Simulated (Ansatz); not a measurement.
# SnTe (Fm-3m) in Ansatz: notebook

One crystal, SnTe, is run at these levels: rPW86-PBE+rVV10, exchange-only PBE; tasks: relaxation of cell and atoms.

Everything below comes from runs of Ansatz 0.2.0. Logs are shortened: lines on timing, memory, paths and dates and some standing lists are left out, and cuts for length are marked.

**1. The structure**

It takes space group Fm-3m (No. 225, cubic). Conventional cell: a = 6.302 Å, b = 6.302 Å, c = 6.302 Å, α = 90.00°, β = 90.00°, γ = 90.00°. Te (site symmetry m-3m) has 6 Sn at 3.15 Å as nearest neighbours. Sn (site symmetry m-3m) has 6 Te at 3.15 Å as nearest neighbours.

**2. Relaxation of cell and atoms, rPW86-PBE+rVV10**

File input.yaml:

```yaml
crystal:
  lattice:
    - [0.0, 3.15085, 3.15085]
    - [3.15085, 0.0, 3.15085]
    - [3.15085, 3.15085, 0.0]
  atoms:
    - { symbol: Te, position: [0.5, 0.5, 0.5] }
    - { symbol: Sn, position: [0.0, 0.0, 0.0] }
hamiltonian:
  xc: { exchange: rpw86, correlation: pbe }
  pseudopotentials: { kind: paw }
  dispersion: rvv10
kpoints:
  mp_grid: { grid: [7, 7, 7] }
scf:
  occupations: { method: fermi_dirac, width: 0.05 }
output:
  forces: true
  stress: true
relax:
  f_tol: 0.01
  max_steps: 40
  cell: { stress_tol: 0.05 }
```

Potentials or basis: Ansatz PAW.

Started as:

```
> ansatz run input.yaml --threads 2 --pin off --max-ram 5120MiB --backend cpu --events-out ev --progress --plain --runs-dir out
```

What it wrote:

```text
Warning: RAYON_NUM_THREADS=2 ignored (pool sized by the plan → 2); use --threads N
Engine: ansatz 0.2.0, aarch64-unknown-linux-gnu
Pseudopotentials: kind: paw
Pseudopotential: Te, paw, valence charge 16, recommended cutoff 420 eV (normal), Te.paw.azcp
Pseudopotential: Sn, paw, valence charge 14, recommended cutoff 420 eV (normal), Sn.paw.azcp
Functional definition: unnamed
  exchange = rpw86_x
  correlation = pbe_c + rvv10(6.3, 0.0093)
Crystal: 2 atoms, lattice volume = 62.562 Å³
Basis set: ecut = 420 eV, 1243 PW (Γ), exchange–correlation on 72×72×72 points (8 copies of the dense FFT grid, shifted against one another)
Bands: 19, of which v1, the nominal top of the filled ones, is band 15 counted from 1 (14 counted from 0)
Symmetry: 48 space group operations
Space group: Fm-3m (ITA 225), of the structure as read, at distance tolerance 4.0e-5 Å
k-points: 20 of 343
Non-local potential: Te, projectors of the file, l = 0: 2, l = 1: 2, l = 2: 2, l = 3: 2
Non-local potential: Sn, projectors of the file, l = 0: 2, l = 1: 2, l = 2: 2, l = 3: 2
PAW form: soft (Blöchl's): semilocal exchange-correlation on the pseudo side does not see the compensation charge
rVV10 density: all electrons in the spheres
PAW frozen core: Te, regenerated for the run's functional, and the local potential with it (the file was generated under x = pbe(κ = 0.804, μ = 0.2195149727645171), c = pbe(β = 0.06672455060314922))
PAW frozen core: Sn, regenerated for the run's functional, and the local potential with it (the file was generated under x = pbe(κ = 0.804, μ = 0.2195149727645171), c = pbe(β = 0.06672455060314922))
PAW one-centre angular grid: Te, 590 points (default); XC on 96 Gauss nodes
PAW one-centre angular grid: Sn, 590 points (default); XC on 96 Gauss nodes
Initial density: superposition of atomic densities (neutral atoms: chi_scale 0, normalization atom), corrected by the library's trained network
Initial wavefunctions: pseudopotential atomic-orbital guess
Functional: x = rpw86, c = pbe(β = 0.06672455060314922) + rvv10(b = 6.3, C = 0.0093)
SCF iter   1: F=—  HF=-13095.777660 eV  |F-HF|=—  |Δ(HF+E_count)|=         —  Δρ=3.41e-3  dr2=3.52e-3  ethr=1.77e-3  ⟨swp⟩=6.1  Hψ=1982  notcnv=0
preconditioner: auto → none  [insulator: Δε(μ)=0.659 eV  Ē_g=8.662 eV  σ=0.050 eV  W_gap=1.00  n_scr=14 (ndim 8)  ℏωp=14.8 eV  f_vac=0.009  D(μ)=0.00/eV (n_scr^D=0)  ε∞_Penn≈3.9]
SCF iter   2: F=—  HF=-13095.774327 eV  |F-HF|=—  |Δ(HF+E_count)|=   3.33e-3  Δρ=1.33e-3  dr2=5.78e-4  ethr=1.17e-5  ⟨swp⟩=2.2  Hψ=748  notcnv=0
SCF iter   3: F=—  HF=-13095.774258 eV  |F-HF|=—  |Δ(HF+E_count)|=   6.92e-5  Δρ=1.67e-4  dr2=1.67e-5  ethr=1.93e-6  ⟨swp⟩=2.1  Hψ=650  notcnv=0
SCF iter   4: F=—  HF=-13095.774261 eV  |F-HF|=—  |Δ(HF+E_count)|=   3.36e-6  Δρ=1.07e-4  dr2=7.09e-6  ethr=5.58e-8  ⟨swp⟩=2.0  Hψ=681  notcnv=0
SCF iter   5: F=—  HF=-13095.774256 eV  |F-HF|=—  |Δ(HF+E_count)|=   5.26e-6  Δρ=2.67e-5  dr2=3.96e-7  ethr=2.36e-8  ⟨swp⟩=2.0  Hψ=680  notcnv=0
SCF iter   6: F=-13095.774255 eV  HF=-13095.774255 eV  |F-HF|=3.29e-9  |Δ(HF+E_count)|=   2.78e-7  Δρ=2.54e-6  dr2=3.39e-9  ethr=3.33e-10  ⟨swp⟩=5.5  Hψ=1486  notcnv=0
SCF 1 converged in 6 iterations: F = -13095.774255 eV  dr2 = 3.39e-9
relax step   1: F+E_penalty+E_count = -13095.77425548 eV  Δ(F+E_penalty+E_count) = +0.000e0 eV  max|allowed force component| = 2.120e-29 eV/Å  Δτ_max = 0.0000 Å  P = +3.624 GPa  Ω = 62.562 Å³  (6 SCF iters, dr2 threshold 1.00e-7 eV, accepted)
Crystal: 2 atoms, lattice volume = 69.407 Å³
[... 37 lines left out ...]
Initial wavefunctions: pseudopotential atomic-orbital guess (no wavefunctions were taken with the density)
iter 1 solved again at ethr=1.72e-7 eV; its pass at ethr=3.10e-3 eV (dr2=5.16e-5 eV) is discarded
SCF iter   1: F=—  HF=-13095.826425 eV  |F-HF|=—  |Δ(HF+E_count)|=         —  Δρ=1.41e-4  dr2=7.61e-7  ethr=1.72e-7  ⟨swp⟩=3.3  Hψ=3040  notcnv=0
SCF iter   2: F=—  HF=-13095.826467 eV  |F-HF|=—  |Δ(HF+E_count)|=   4.17e-5  Δρ=6.95e-5  dr2=1.96e-7  ethr=2.54e-9  ⟨swp⟩=2.0  Hψ=680  notcnv=0
SCF iter   3: F=—  HF=-13095.826481 eV  |F-HF|=—  |Δ(HF+E_count)|=   1.45e-5  Δρ=1.56e-5  dr2=7.31e-8  ethr=6.53e-10  ⟨swp⟩=2.0  Hψ=480  notcnv=0
SCF iter   4: F=—  HF=-13095.826482 eV  |F-HF|=—  |Δ(HF+E_count)|=   5.47e-7  Δρ=5.43e-6  dr2=2.95e-9  ethr=2.44e-10  ⟨swp⟩=2.2  Hψ=530  notcnv=0
SCF iter   5: F=—  HF=-13095.826482 eV  |F-HF|=—  |Δ(HF+E_count)|=   8.51e-8  Δρ=8.73e-7  dr2=1.59e-10  ethr=9.82e-12  ⟨swp⟩=2.0  Hψ=582  notcnv=0
SCF iter   6: F=-13095.826482 eV  HF=-13095.826482 eV  |F-HF|=2.73e-11  |Δ(HF+E_count)|=   1.13e-9  Δρ=1.25e-7  dr2=4.26e-12  ethr=1.00e-12  ⟨swp⟩=6.7  Hψ=1687  notcnv=0
SCF 5 converged in 6 iterations: F = -13095.826482 eV  dr2 = 4.26e-12
relax step   5: F+E_penalty+E_count = -13095.82648181 eV  Δ(F+E_penalty+E_count) = -1.018e-3 eV  max|allowed force component| = 3.602e-29 eV/Å  Δτ_max = 0.0000 Å  P = +0.002 GPa  Ω = 67.494 Å³  stress off target by 1.55e-3 GPa  SCF on the basis re-selected at this cell (its energy is not comparable with the rows above)  (6 SCF iters)
basis re-selected at this cell: Δ(F+E_penalty+E_count) = -1.018e-3 eV, ΔP = -0.005 GPa vs the last step (what re-selecting the basis moved, of the pressure what is left beyond the Pulay correction that the steps carried, after the strain that the cell walked since its last selection, with what the two solves' SCF thresholds leave and, on support functions, any second-order correction that the steps lacked; it is no measure of the basis error at this ecutwfc). This SCF's stress stands 1.55e-3 GPa from its target on what of the cell is left free (relax.cell.stress_tol is 5.00e-2 GPa) and its largest allowed force component is 3.60e-29 eV/Å (relax.f_tol is 1.00e-2 eV/Å): within both
SCF converged after 6 iterations
Free energy (F): -13095.826482 eV
Harris-Foulkes:  -13095.826482 eV  (|F-HF|=2.73e-11)
Internal energy: -13095.826427 eV  (E = F + TS)
E sigma→0 (E₀):  -13095.826455 eV
Entropy (-TS):   -0.000055 eV (-0.027 meV/atom)
Fermi energy:    8.623521 eV
--- Per-component energies (eV) ---
  E_band       = -378.871397
  E_kinetic    = 365.480132
  E_local      = -2261.338705  (includes V_loc(G=0)·N_el)
  E_nonlocal   = -350.782722
  E_hartree    = 1396.651694
  E_xc         = -501.996132
  E_vxc        = -198.392725  (∫ρ·V_xc dr)
  E_paw        = -8890.989882  (= ΣΔE_a)
  E_vpaw       = -727.140712  (= ΣTr[D̂ρ^β])
  E_aug_tail   = -0.000086  (compensation charges beyond the density's cutoff)
  E_ewald      = -2852.433924
  E_core_change = -0.416803  (= ΣΔE_core)
  E_smearing   = -0.000055  (= −TS)
  E_closure    = -0.000000  (closes the sum)
  Σ components = -13095.826482   (vs F -13095.826482, Δ=0.00e0)
--- Forces (eV/Å), atoms counted from 1 ---
  atom   1  Te     0.00000000    -0.00000000    -0.00000000
  atom   2  Sn    -0.00000000    -0.00000000     0.00000000
  max |Σ_I F_I| component: 6.26e-29 eV/Å
--- Stress (GPa, compression-positive) ---
        0.001554      -0.000000      -0.000000
       -0.000000       0.001554       0.000000
       -0.000000      -0.000000       0.001554
  P = ⅓ Tr σ = 0.0016 GPa (0.016 kbar)
--- Relaxed structure (4 steps of the walk, 4 accepted, 1 SCFs on fresh bases) ---
  F+E_penalty+E_count = -13095.82648181 eV   max|allowed force component| = 3.602e-29 eV/Å   (the final SCF, on the basis selected at the relaxed cell)
  cell:  # Å, volume = 67.4936 Å³
    - [1.4267041692107651e-33, 3.2315496401136747, 3.2315496401136747]
    - [3.2315496401136747, -1.070028126908074e-33, 3.2315496401136747]
    - [3.2315496401136747, 3.2315496401136747, -9.171669659212062e-34]
  atoms:
    - { symbol: Te, position: [0.49999999999999994, 0.49999999999999994, 0.49999999999999994] }
    - { symbol: Sn, position: [1.082406634157086e-35, -1.4007615265545163e-35, -8.913936987205561e-36] }
```

It took 14 s on 2 threads of Arm Neoverse N1, shared host; peak memory 0.37 GiB.

What came out:

| Property | Result |
| --- | --- |
| Free energy | -13095.8265 eV |
| Relaxed volume | 33.75 Å³/atom |
| Relaxed cell | a = 4.570 Å, b = 4.570 Å, c = 4.570 Å, α = 60.00°, β = 60.00°, γ = 60.00° |
| Space group after relaxing (to 0.05 Å) | Fm-3m (No. 225) |
| Energy gained by relaxing | 26.1 meV/atom |
| Ionic steps | 5 |
| Pressure after relaxing | 0.0 GPa |

The path:
| step | energy change (eV) | largest force (eV/Å) | volume (Å³) |
| --- | --- | --- | --- |
| 1 | 0.0000 | 0.0000 | 62.56 |
| 2 | -0.0444 | 0.0000 | 69.41 |
| 3 | -0.0511 | 0.0000 | 67.73 |
| 4 | -0.0512 | 0.0000 | 67.49 |
| 5 | -0.0522 | 0.0000 | 67.49 |

Final structure:
```
Te Sn
1.0
     0.00000    3.23155    3.23155
     3.23155    0.00000    3.23155
     3.23155    3.23155    0.00000
Te Sn
1 1
Direct
  0.50000 0.50000 0.50000
  0.00000 0.00000 0.00000
```

Caveat: this odd mesh misses L, where the gap lies, so gap, dielectric constants and Born charges aren't listed; the plane-wave basis is chosen anew once the cell has moved, so the energies of steps on either side of that aren't comparable; the PAW data sets come from PBE, with cores solved anew for the run's functional, which leaves a small shift of forces and pressure.

**3. Relaxation of cell and atoms, exchange-only PBE**

input.yaml, as its differences from that of step 2:

```diff
@@ -9,5 +9,4 @@
 hamiltonian:
-  xc: { exchange: rpw86, correlation: pbe }
+  xc: { exchange: pbe, correlation: none }
   pseudopotentials: { kind: paw }
-  dispersion: rvv10
 kpoints:
@@ -19,2 +18,6 @@
   stress: true
+  write_density: true
+  write_potential: true
+  elf: true
+  volumetric_format: npy
 relax:
```

Potentials or basis: Ansatz PAW.

Started as:

```
> ansatz run input.yaml --threads 2 --pin off --max-ram 5120MiB --backend cpu --events-out ev --progress --plain --runs-dir out
```

Wall time 9.9 s (2 threads of Arm Neoverse N1, shared host); peak memory 0.35 GiB.

Results (log left out):

```
Free energy                            : -12855.2422 eV
Relaxed volume                         : 40.80 Å³/atom
Relaxed cell                           : a = 4.869 Å, b = 4.869 Å, c = 4.869 Å, α = 60.00°, β = 60.00°, γ = 60.00°
Space group after relaxing (to 0.05 Å) : Fm-3m (No. 225)
Energy gained by relaxing              : 265.0 meV/atom
Ionic steps                            : 6
Pressure after relaxing                : 0.0 GPa
```

The path:
```tsv
step	energy change (eV)	largest force (eV/Å)	volume (Å³)
1	0.0000	0.0000	62.56
2	-0.4259	0.0000	72.17
3	-0.5174	0.0000	78.44
4	-0.5270	0.0000	81.10
5	-0.5271	0.0000	81.60
6	-0.5301	0.0000	81.60
```

Final structure:
```
CELL_PARAMETERS angstrom
0.00000 3.44262 3.44262
3.44262 0.00000 3.44262
3.44262 3.44262 0.00000
ATOMIC_POSITIONS crystal
Te 0.50000 0.50000 0.50000
Sn 0.00000 0.00000 0.00000
```

Levels at points of the mesh, in eV from the Fermi level:
```tsv
k point	band 11	band 12	band 13	band 14	band 15	band 16	band 17	band 18	band 19
(0.00, 0.00, 0.00)	-11.10	-5.57	-1.45	-1.45	-1.45	2.73	2.73	2.73	5.40
```

Caveat: the volume moved by over 15 % at a fixed basis, so the end points are rough; this odd mesh misses L, where the gap lies, so gap, dielectric constants and Born charges aren't listed; the plane-wave basis is chosen anew once the cell has moved, so the energies of steps on either side of that aren't comparable; the volume moved by +30 % from the deposited cell, more than functionals usually miss; the PAW data sets come from PBE, with cores solved anew for the run's functional, which leaves a small shift of forces and pressure. Spin-orbit coupling is left out, which matters for the levels of Te.
